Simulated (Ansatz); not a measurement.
Runs of Ansatz 0.2.0 on Ta. Symmetry: Im-3m, No. 229, cubic system. The conventional cell has a = 3.303 Å, b = 3.303 Å, c = 3.303 Å, α = 90.00°, β = 90.00°, γ = 90.00°. Ta (site symmetry m-3m) has 8 Ta at 2.86 Å as nearest neighbours. 

```tsv
task	level	cell	cutoff (eV)	smearing	gap on the mesh (eV)	pressure (GPa)	relaxed volume (Å³/atom)
relaxation of cell and atoms	revPBE+D3(BJ)	relaxed	-	fermi-dirac 0.05 eV	-	0.0	17.49
relaxation of cell and atoms	BLYP	relaxed	-	fermi-dirac 0.05 eV	-	0.0	18.82
relaxation of cell and atoms	LDA	relaxed	-	fermi-dirac 0.05 eV	-	0.0	(b)
single point	PBE	as given	262	gaussian 0.02 eV	none	2.1	-
relaxation of cell and atoms	BLYP+D4	relaxed	-	fermi-dirac 0.05 eV	-	0.0	(a)
single point	PBE	as given	262	gaussian 0.022 eV	none	2.1	-
band structure	PBEsol	as given	262	fermi-dirac 0.05 eV	-	-4.4	-
single point	PBE	as given	262	gaussian 0.018 eV	none	2.1	-
```

Alike in all rows: potentials or basis all-electron LAPW, scalar-relativistic; no spin polarisation; k mesh 11 × 11 × 11; basis error allowed 0.001 eV/atom.

Estimate the missing entries.

(a) 18.32; (b) 17.20.

A k mesh can miss the band edges, and the runs leave out spin-orbit coupling on Ta.

A gap of «none» marks a metal or a gap under the smearing width.

Not every run made on this cell is shown here.
